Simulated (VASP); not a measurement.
# CaO: Ca into a neighbouring Ca vacancy, part 4 of 6

How hard is this move in CaO: Ca into a neighbouring Ca vacancy? Both ends are relaxed first, then a band of images between them. The start is a computed cell from the Materials Project.

VASP 6.6.1; PBEsol; plane waves and PAW (Ca_pv, O).

So far. Step 2 (Relax the host): The run ended after 2 ionic steps, 0.006 eV below its first step, once forces and stress met EDIFFG = -0.02. Step 3 (Relax the start): The run ended after 8 ionic steps, 1.676 eV below its first step, once the forces on the free atoms met EDIFFG = -0.05.

## 4. Relax the end

The end state is relaxed in the same way, so that both ends share their errors.

This cell carries charge -2, set by NELECT and balanced by a uniform background.

Input file INCAR:

```
SYSTEM = Ca26O27
PREC = Normal
ENCUT = 400
EDIFF = 1E-05
NELM = 120
ISMEAR = 0
SIGMA = 0.05
LREAL = Auto
ALGO = Fast
GGA = PS
NELECT = 372
NBANDS = 228
LORBIT = 11
LWAVE = .FALSE.
LCHARG = .FALSE.
KPAR = 6
LASPH = .TRUE.
IBRION = 2
NSW = 60
ISIF = 2
EDIFFG = -0.05
POTIM = 0.4
MAXMIX = 40
ISYM = 0
```

Input file POSCAR:

```
Ca26O27
1.0
    0.0000000000      7.1445767646      7.1445767646
    7.1445767646      0.0000000000      7.1445767646
    7.1445767646      7.1445767646      0.0000000000
Ca O
26 27
Direct
    0.0009300341     -0.0015925319      0.0015881456
    0.0021848988     -0.0002249458      0.6651298428
    0.0021246658      0.3317941955      0.0033969317
    0.0005513726      0.3325790137      0.3324293039
    0.0000492692      0.3337710515      0.6665333399
    0.0026953867      0.6623623973     -0.0003729848
    0.0043784761      0.6659758156      0.3307401306
   -0.0017692988      0.6658263769      0.6688871030
    0.3289515435      0.0011925326      0.0068459207
    0.3323702056     -0.0033890717      0.3345399443
    0.3341711277      0.0025949369      0.6645437813
    0.3282501245      0.3385332812     -0.0025065633
    0.3373856536      0.3297515961      0.3323872515
    0.3336341210      0.3381509181      0.6633842476
    0.3295374062      0.6715062249      0.0008152858
    0.3324712746      0.6639857949      0.3341294121
    0.3289490164      0.6702221484      0.6683379341
    0.6647234361      0.0012733171      0.0001304971
    0.6656304072     -0.0022404710      0.3339959926
    0.6665230181     -0.0007905593      0.6662311546
    0.6672313177      0.3348771666     -0.0013851397
    0.6659972988      0.3321417614      0.3336201744
    0.6663598703      0.3350923778      0.6634337354
    0.6677246808      0.6666142956     -0.0031459093
    0.6627168821      0.6649638679      0.3361630662
    0.6644645334      0.6649150844      0.6695954028
    0.1630308880      0.1671498776      0.1683398384
    0.1665664828      0.1673340612      0.4996005869
    0.1706071654      0.1610391300      0.8344658576
    0.1691912352      0.4964822190      0.1658744392
    0.1656530205      0.5008464134      0.5000629714
    0.1662276118      0.5023390683      0.8316822633
    0.1662149190      0.8340007199      0.1646838765
    0.1645158879      0.8330696380      0.5015095110
    0.1618924462      0.8352218290      0.8331798195
    0.4980788393      0.1686661925      0.1647777784
    0.5000543245      0.1640515457      0.5024615412
    0.4979026394      0.1618845055      0.8363633781
    0.4936615866      0.5042953671      0.1710493289
    0.4962483600      0.4987704390      0.5036401377
    0.4996899805      0.4990504732      0.8360378343
    0.4998023742      0.8309869869      0.1682247219
    0.4987206763      0.8327233006      0.5018372253
    0.5004074052      0.8304753357      0.8322943838
    0.8332280222      0.1689612874      0.1671753197
    0.8324169463      0.1653911844      0.5016523330
    0.8344628100      0.1646702736      0.8371998090
    0.8332684695      0.4987176034      0.1662896941
    0.8341014060      0.4984175543      0.4996187764
    0.8317730450      0.5024670236      0.8348941861
    0.8335908137      0.8370977470      0.1655672726
    0.8325748552      0.8330665106      0.4984957053
    0.8314834048      0.8350850200      0.8312605152
```

Input file KPOINTS:

```
Automatic mesh
0
Gamma
2 2 2
0 0 0
```

Potentials, in the order of the species: Ca_pv and O (PBE family, release 64).

Command:

```sh
$ mpirun -np 6 vasp_std
```

The log of the run:

```text
[... set-up lines as in an earlier step ...]
 entering main loop
       N       E                     dE             d eps       ncg     rms          rms(c)
DAV:   1     0.664609909980E+04    0.66461E+04   -0.82700E+04  3664   0.232E+03
DAV:   2     0.238500874723E+04   -0.42611E+04   -0.41633E+04  3648   0.695E+02
DAV:   3     0.382131376165E+03   -0.20029E+04   -0.19432E+04  4712   0.332E+02
DAV:   4    -0.320888732114E+03   -0.70302E+03   -0.67830E+03  5972   0.178E+02
DAV:   5    -0.383301789215E+03   -0.62413E+02   -0.62112E+02  5736   0.559E+01BRMIX: very serious problems
 the old and the new charge density differ
 old charge density:   370.00000 new  372.00000
BRMIX: very serious problems
 the old and the new charge density differ
 old charge density:   370.00000 new  372.00000
BRMIX: very serious problems
 the old and the new charge density differ
 old charge density:   370.00000 new  372.00000
BRMIX: very serious problems
 the old and the new charge density differ
 old charge density:   370.00000 new  372.00000
BRMIX: very serious problems
 the old and the new charge density differ
 old charge density:   370.00000 new  372.00000
BRMIX: very serious problems
 the old and the new charge density differ
 old charge density:   370.00000 new  372.00000
    0.348E+01
RMM:   6    -0.345693694098E+03    0.37608E+02   -0.20862E+02  5159   0.256E+01    0.134E+01
RMM:   7    -0.345778047361E+03   -0.84353E-01   -0.11154E+01  4405   0.969E+00    0.887E+00
RMM:   8    -0.345957080594E+03   -0.17903E+00   -0.46965E+00  5579   0.564E+00    0.188E+00
RMM:   9    -0.345930429598E+03    0.26651E-01   -0.71002E-01  5557   0.176E+00    0.800E-01
RMM:  10    -0.345951339430E+03   -0.20910E-01   -0.32121E-01  5123   0.113E+00    0.513E-01
RMM:  11    -0.345951631285E+03   -0.29185E-03   -0.47595E-02  5430   0.533E-01    0.349E-01
RMM:  12    -0.345953465815E+03   -0.18345E-02   -0.51969E-02  5593   0.407E-01    0.251E-01
RMM:  13    -0.345952304658E+03    0.11612E-02   -0.92457E-03  5486   0.215E-01    0.940E-02
RMM:  14    -0.345953270311E+03   -0.96565E-03   -0.11418E-02  5049   0.175E-01    0.150E-01
RMM:  15    -0.345952872149E+03    0.39816E-03   -0.61563E-03  5053   0.157E-01    0.505E-02
RMM:  16    -0.345952985829E+03   -0.11368E-03   -0.11105E-03  4973   0.605E-02    0.763E-02
WARNING in EDDRMM: call to ZHEGV failed, returncode =   8  4    162
RMM:  17    -0.345952875382E+03    0.11045E-03   -0.46464E-04  4435   0.403E-02    0.287E-02
RMM:  18    -0.345952882785E+03   -0.74030E-05   -0.15715E-04  3939   0.226E-02    0.157E-02
RMM:  19    -0.345952887671E+03   -0.48858E-05   -0.10165E-04  3897   0.192E-02    0.414E-03
RMM:  20    -0.345952889177E+03   -0.15063E-05   -0.26668E-05  3197   0.128E-02
   1 F= -.34595289E+03 E0= -.34595289E+03  d E =-.345953E+03
 curvature:   0.00 expect dE= 0.000E+00 dE for cont linesearch  0.000E+00
 trial: gam= 0.00000 g(F)=  0.200E+01 g(S)=  0.000E+00 ort = 0.000E+00 (trialstep = 0.100E+01)
 search vector abs. value=  0.200E+01
 bond charge predicted
       N       E                     dE             d eps       ncg     rms          rms(c)
DAV:   1    -0.346008604126E+03   -0.55716E-01   -0.25140E+02  4912   0.461E+01    0.320E+00
RMM:   2    -0.347780286776E+03   -0.17717E+01   -0.15949E+01  5033   0.130E+01    0.565E+00
RMM:   3    -0.347471518019E+03    0.30877E+00   -0.35297E+00  4987   0.577E+00    0.522E+00
RMM:   4    -0.347979643311E+03   -0.50813E+00   -0.12148E+00  5446   0.314E+00    0.694E+00
RMM:   5    -0.347404302740E+03    0.57534E+00   -0.10524E+00  5298   0.249E+00    0.340E+00
RMM:   6    -0.347336524883E+03    0.67778E-01   -0.48518E-01  5258   0.149E+00    0.201E+00
RMM:   7    -0.347301885174E+03    0.34640E-01   -0.37351E-01  5405   0.134E+00    0.404E-01
RMM:   8    -0.347308496283E+03   -0.66111E-02   -0.90845E-02  5612   0.632E-01    0.145E-01
RMM:   9    -0.347309001443E+03   -0.50516E-03   -0.12359E-02  5299   0.273E-01    0.134E-01
RMM:  10    -0.347309202768E+03   -0.20133E-03   -0.45833E-03  5596   0.136E-01    0.167E-01
RMM:  11    -0.347309091688E+03    0.11108E-03   -0.12367E-03  5434   0.739E-02    0.494E-02
RMM:  12    -0.347309142391E+03   -0.50703E-04   -0.81232E-04  4997   0.557E-02    0.471E-02
RMM:  13    -0.347309133466E+03    0.89251E-05   -0.16072E-04  4153   0.277E-02    0.477E-02
WARNING in EDDRMM: call to ZHEGV failed, returncode =   6  3    161
RMM:  14    -0.347309117008E+03    0.16458E-04   -0.13810E-04  4204   0.249E-02    0.181E-02
WARNING in EDDRMM: call to ZHEGV failed, returncode =   8  4    114
WARNING in EDDRMM: call to ZHEGV failed, returncode =   6  3    125
RMM:  15    -0.347309118149E+03   -0.11414E-05   -0.54424E-05  3741   0.157E-02
   2 F= -.34730912E+03 E0= -.34730912E+03  d E =-.135623E+01
[...]
WARNING in EDDRMM: call to ZHEGV failed, returncode =   6  3    137
[... from here on, the cycles between the ionic steps are left out ...]
   3 F= -.34748709E+03 E0= -.34748709E+03  d E =-.153420E+01
   4 F= -.34765846E+03 E0= -.34765846E+03  d E =-.171379E+00
[...]
WARNING in EDDRMM: call to ZHEGV failed, returncode =   6  3    123
[...]
WARNING in EDDRMM: call to ZHEGV failed, returncode =   6  3    184
   5 F= -.34771292E+03 E0= -.34771292E+03  d E =-.225831E+00
   6 F= -.34774398E+03 E0= -.34774398E+03  d E =-.310586E-01
[...]
WARNING in EDDRMM: call to ZHEGV failed, returncode =   6  3    143
   7 F= -.34774897E+03 E0= -.34774897E+03  d E =-.360568E-01
[...]
WARNING in EDDRMM: call to ZHEGV failed, returncode =   6  3    156
   8 F= -.34774901E+03 E0= -.34774901E+03  d E =-.360962E-01
 curvature:  -1.19 expect dE=-0.247E-02 dE for cont linesearch -0.243E-06
 trial: gam= 0.08160 g(F)=  0.207E-02 g(S)=  0.000E+00 ort =-0.902E-04 (trialstep = 0.146E+01)
 search vector abs. value=  0.232E-02
 bond charge predicted
       N       E                     dE             d eps       ncg     rms          rms(c)
DAV:   1    -0.347747984434E+03    0.10243E-02   -0.53424E-01  5572   0.250E+00    0.164E-01
RMM:   2    -0.347750276154E+03   -0.22917E-02   -0.23444E-02  5042   0.567E-01    0.173E-01
RMM:   3    -0.347751091413E+03   -0.81526E-03   -0.95871E-03  5547   0.246E-01    0.169E-01
RMM:   4    -0.347751097849E+03   -0.64354E-05   -0.19888E-03  5512   0.112E-01    0.591E-02
RMM:   5    -0.347751144244E+03   -0.46395E-04   -0.57178E-04  5602   0.539E-02    0.633E-02
RMM:   6    -0.347751106696E+03    0.37548E-04   -0.15673E-04  4906   0.369E-02    0.247E-02
RMM:   7    -0.347751106879E+03   -0.18346E-06   -0.80355E-05  4243   0.228E-02
   9 F= -.34775111E+03 E0= -.34775111E+03  d E =-.209395E-02
 trial-energy change:   -0.002094  1 .order   -0.002030   -0.003009   -0.001051
 step:   2.0698(harm=  2.2406)  dis= 0.00346  next Energy=  -347.751332 (dE=-0.232E-02)
 reached required accuracy - stopping structural energy minimisation
```

Wall time 19 min (6 MPI ranks of AMD EPYC 9R45, shared host); peak memory 4.9 GiB.

From OUTCAR (step 4):

```text
NELECT = 372

 ion  position               nearest neighbor table
   1  0.001  0.998  0.002-  33 2.35  51 2.35  47 2.36  35 2.37  29 2.37  45 2.40  15 3.31   7 3.34
                             9 3.36  19 3.37   3 3.38  21 3.39   2 3.39  11 3.39   5 3.39  18 3.39
   2  0.002  1.000  0.665-  35 2.34  34 2.36  28 2.37  46 2.38  53 2.40  47 2.41  17 3.32  10 3.34
                             4 3.36  11 3.37   5 3.37   8 3.38   1 3.39  20 3.39  23 3.39   6 3.39
   3  0.002  0.332  0.003-  27 2.33  48 2.36  45 2.37  32 2.39  50 2.42  29 2.43  12 3.30   4 3.32
                             9 3.32   6 3.32  22 3.37   8 3.38  24 3.38   1 3.38  21 3.39  14 3.39
   4  0.001  0.333  0.332-  27 2.35  30 2.38  49 2.38  28 2.38  48 2.38  46 2.40   3 3.32   6 3.35
                            12 3.35  23 3.36   2 3.36  10 3.37  22 3.38   5 3.38   7 3.38  25 3.39
   5  0.000  0.334  0.667-  31 2.38  49 2.38  28 2.38  47 2.39  50 2.41  29 2.42   8 3.36  21 3.36
                            11 3.36  26 3.37   2 3.37   7 3.37  14 3.38   4 3.38  23 3.38   1 3.39
   6  0.003  0.662  1.000-  32 2.34  35 2.37  30 2.38  48 2.38  53 2.43  51 2.43  12 3.28  17 3.32
                             3 3.32   8 3.35   4 3.35  15 3.36   7 3.37  24 3.38   2 3.39   1 3.40
   7  0.004  0.666  0.331-  33 2.36  31 2.36  30 2.39  52 2.39  51 2.40  49 2.41  15 3.31  16 3.32
                             1 3.34   6 3.37   5 3.37   4 3.38  13 3.38   8 3.39  19 3.39  26 3.43
   8  0.998  0.666  0.669-  50 2.36  32 2.36  53 2.37  34 2.38  31 2.38  52 2.40  24 3.33   6 3.35
                            14 3.35   5 3.36  20 3.36  17 3.36  26 3.37   2 3.38   3 3.38  16 3.38
   9  0.329  0.001  0.007-  27 2.34  38 2.36  33 2.36  29 2.36  42 2.37  44 2.47  10 3.31   3 3.32
                             1 3.36  16 3.36  12 3.36  15 3.36  18 3.36  24 3.40  11 3.43  20 3.43
  10  0.332  0.997  0.335-  34 2.37  42 2.37  43 2.38  27 2.40  28 2.40  36 2.41   9 3.31  17 3.34
                             2 3.34  25 3.34  16 3.36  18 3.37  19 3.37   4 3.37  11 3.37  13 3.38
  11  0.334  0.003  0.665-  37 2.34  29 2.35  28 2.38  43 2.38  44 2.39  35 2.43  13 3.33  19 3.34
                            20 3.35   5 3.36   2 3.37  17 3.37  15 3.37  10 3.37  26 3.38  14 3.38
  12  0.328  0.339  0.997-  30 2.33  32 2.34  41 2.37  27 2.41  36 2.41  38 2.41   6 3.28   3 3.30
                            17 3.34   4 3.35  14 3.35   9 3.36  13 3.39  15 3.39  23 3.40  18 3.40
  13  0.337  0.330  0.332-  36 2.35  39 2.37  37 2.38  28 2.38  30 2.39  31 2.42  11 3.33  19 3.34
                            22 3.34  21 3.35  16 3.36  14 3.37  10 3.38   7 3.38  12 3.39   4 3.39
  14  0.334  0.338  0.663-  40 2.31  31 2.37  32 2.38  37 2.39  38 2.41  29 2.43  16 3.31  22 3.35
                            23 3.35   8 3.35  12 3.35  17 3.36  13 3.37   5 3.38  11 3.38   3 3.39
  15  0.330  0.672  0.001-  33 2.33  44 2.36  39 2.39  35 2.40  30 2.40  41 2.41   7 3.31   1 3.31
                            16 3.35   6 3.36   9 3.36  26 3.37  17 3.37  11 3.37  24 3.37  12 3.39
  16  0.332  0.664  0.334-  39 2.31  31 2.36  40 2.38  42 2.39  33 2.40  34 2.40  14 3.31   7 3.32
                            15 3.35  25 3.35   9 3.36  13 3.36  22 3.36  10 3.36   8 3.38  17 3.39
  17  0.329  0.670  0.668-  35 2.36  32 2.36  34 2.37  43 2.37  40 2.40  41 2.42   2 3.32   6 3.32
                            10 3.34  12 3.34  14 3.36   8 3.36  25 3.36  11 3.37  15 3.37  26 3.37
  18  0.665  0.001  0.000-  38 2.36  36 2.37  47 2.38  51 2.39  53 2.39  42 2.40   9 3.36  19 3.36
                            10 3.37  20 3.38  21 3.38  24 3.38  23 3.39   1 3.39  25 3.40   2 3.40
  19  0.666  0.998  0.334-  51 2.35  52 2.37  43 2.37  37 2.39  36 2.41  45 2.42  13 3.34  11 3.34
                            18 3.36  25 3.37  20 3.37  10 3.37   1 3.37  26 3.38  22 3.38   7 3.39
  20  0.667  0.999  0.666-  53 2.36  37 2.36  46 2.37  38 2.38  52 2.39  44 2.39  11 3.35  24 3.35
[...]
52  0.833  0.833  0.498-  19 2.37  20 2.39   7 2.39   8 2.40  26 2.40
  53  0.831  0.835  0.831-  20 2.36   8 2.37  24 2.37  18 2.39   2 2.40   6 2.43

 Found      8 irreducible k-points:

 E-fermi :   2.8547

 k-point     1 :       0.0000    0.0000    0.0000
  band No.  band energies     occupation
    ...
    182       2.3259      2.00000
    183       2.3276      2.00000
    184       2.5268      2.00000
    185       2.5276      2.00000
    186       2.5279      2.00000
    187       6.4538      0.00000
    188       6.4687      0.00000
    189       6.4691      0.00000
    190       6.8237      0.00000
    191       6.8246      0.00000
    ...

 k-point     2 :       0.5000    0.0000    0.0000
  band No.  band energies     occupation
    ...
    182       2.0846      2.00000
    183       2.1749      2.00000
    184       2.1755      2.00000
    185       2.5349      2.00000
    186       2.5360      2.00000
    187       6.8716      0.00000
    188       6.9519      0.00000
    189       6.9532      0.00000
    190       6.9799      0.00000
    191       7.0532      0.00000
    ...

  Total       -3.2251910     -3.2525446     -3.2002139      0.0856203      0.0859210      0.1119635
  in kB       -7.0844560     -7.1445410     -7.0295913      0.1880735      0.1887341      0.2459390
  external PRESSURE =      -7.0861961 kB  Pullay stress =       0.0000000 kB

 POSITION                                       TOTAL-FORCE (eV/Angst)
 -----------------------------------------------------------------------------------
      0.05709      7.19471      7.14047        -0.000872      0.011347     -0.004369
      4.71543     11.85219      7.13931        -0.011607      0.000723      0.000710
      2.38531      7.19595      9.46850        -0.003552      0.004465     -0.002865
      4.71224      9.52645      9.46726        -0.007376     -0.008077     -0.005494
      7.15267     11.90212      9.51683         0.000854     -0.010185     -0.010340
     11.90428      7.14590      4.76340        -0.010214      0.011688      0.005070
      7.19365      9.52382     11.95357         0.013892     -0.000880      0.006696
      9.52806     11.84855     11.95534        -0.002499      0.005618      0.002508
      7.20289      2.38216      9.46492        -0.005356     -0.009266      0.002111
      9.52806      4.70859      9.46498        -0.000659     -0.002496      0.003711
     11.90273      7.15156      9.51660        -0.004837     -0.006339     -0.012132
      9.52749      9.52239      4.77067         0.005307      0.002599     -0.006240
      4.75116      4.75372      4.76574         0.023018      0.004769     -0.001350
      7.15406      7.15103      4.76483        -0.003201     -0.004296     -0.001875
     11.89805      9.52179      7.14027         0.003337      0.005034     -0.006090
      7.19943      4.70955      7.13502         0.006366     -0.011046      0.009505
      9.53319      7.15303      7.13846        -0.016772     -0.001085     -0.003797
      7.15442     11.89757      4.76472        -0.002916     -0.000604     -0.005779
      9.52223      7.19588     11.95487         0.015191     -0.002054      0.003139
     11.85268      9.52238     11.95337         0.004766      0.008883      0.005445
      9.53006     11.89232      7.14261        -0.006197      0.006996     -0.012288
      4.71046      7.19882      7.13774         0.001189     -0.006134      0.002030
      7.16104      9.52566      7.13719        -0.014268     -0.004420      0.002071
      4.75959      4.75325      9.51242        -0.007685     -0.002288      0.001995
      7.15177      7.14997      9.50956         0.007015     -0.002126      0.006741
      9.52248      9.52303      9.50558         0.018967      0.003963      0.012137
      2.38570      2.38148      2.55171        -0.006393     -0.005869     -0.004190
      4.76399      4.76347      2.37848         0.016795      0.007140      0.005059
      7.14746      7.14762      2.37721        -0.015269     -0.029771      0.003784
      4.76592      2.37711      4.75488         0.011925      0.007234     -0.008104
      7.14418      4.76117      4.75570        -0.010679      0.013702     -0.003547
      9.52946      7.13500      4.75378        -0.006415      0.006171     -0.007845
      6.97327      2.37877      7.13723        -0.011342      0.005808      0.003047
      9.53168      4.93321      7.13819        -0.007171      0.015575      0.000588
     11.91932      7.13431      7.13877        -0.013284      0.015022      0.006932
      2.37898      4.76291      4.75550         0.016147      0.009095     -0.006145
      4.75974      7.14330      4.75886         0.029783     -0.017003     -0.022360
      7.14053      9.52432      4.74830         0.001288     -0.002895      0.013973
[...]
-----------------------------------------------------------------------------------
    total drift:                                0.016583      0.020002      0.002994

  FREE ENERGIE OF THE ION-ELECTRON SYSTEM (eV)
  ---------------------------------------------------
  free  energy   TOTEN  =      -347.7511068792 eV

  energy  without entropy=     -347.7511068792  energy(sigma->0) =     -347.75110688

 total charge
# of ion       s       p       d       tot
------------------------------------------
    1        0.248   6.274   0.737   7.259
    2        0.248   6.274   0.737   7.260
    3        0.248   6.274   0.736   7.259
    4        0.248   6.274   0.737   7.259
    5        0.250   6.277   0.740   7.267
    6        0.250   6.277   0.740   7.267
    7        0.248   6.274   0.738   7.261
    8        0.248   6.274   0.736   7.258
    9        0.248   6.274   0.736   7.258
   10        0.248   6.274   0.737   7.260
   11        0.250   6.277   0.739   7.266
   12        0.268   6.305   0.818   7.391
   13        0.250   6.277   0.739   7.266
   14        0.250   6.277   0.739   7.266
   15        0.268   6.305   0.818   7.390
   16        0.248   6.274   0.736   7.258
   17        0.268   6.305   0.818   7.390
   18        0.250   6.277   0.739   7.267
   19        0.248   6.274   0.737   7.260
   20        0.248   6.274   0.736   7.258
   21        0.268   6.305   0.818   7.391
   22        0.248   6.274   0.737   7.259
   23        0.268   6.305   0.818   7.390
   24        0.250   6.277   0.739   7.266
   25        0.250   6.277   0.739   7.267
   26        0.268   6.305   0.818   7.391
   27        1.575   3.466   0.000   5.041
   28        1.571   3.463   0.000   5.034
   29        1.571   3.463   0.000   5.034
   30        1.571   3.456   0.000   5.027
   31        1.571   3.463   0.000   5.034
   32        1.571   3.456   0.000   5.027
   33        1.575   3.465   0.000   5.040
   34        1.575   3.465   0.000   5.040
   35        1.571   3.456   0.000   5.027
   36        1.571   3.456   0.000   5.027
   37        1.571   3.463   0.000   5.034
[...]
--------------------------------------------------
tot         49.032 256.776  19.664 325.471

[... 6 parts as in an earlier step ...]

[... 5 further parts left out ...]
```

(Continued in part 5 of 6.)

[Lines on the potential files, build, host, timing and source positions are cut from VASP's logs without a mark.]

[Logs are printed without paths, hosts, clocks, repeated set-up lines and the standing remarks that a program may print on its own settings, such as how far it seeks lower states.]

[Hosts, paths, dates, database ids (printed as entryN), source tags and the programs' standing remarks are cut or masked in the printed files.]

[Runs that stopped without an error message from VASP are left out.]
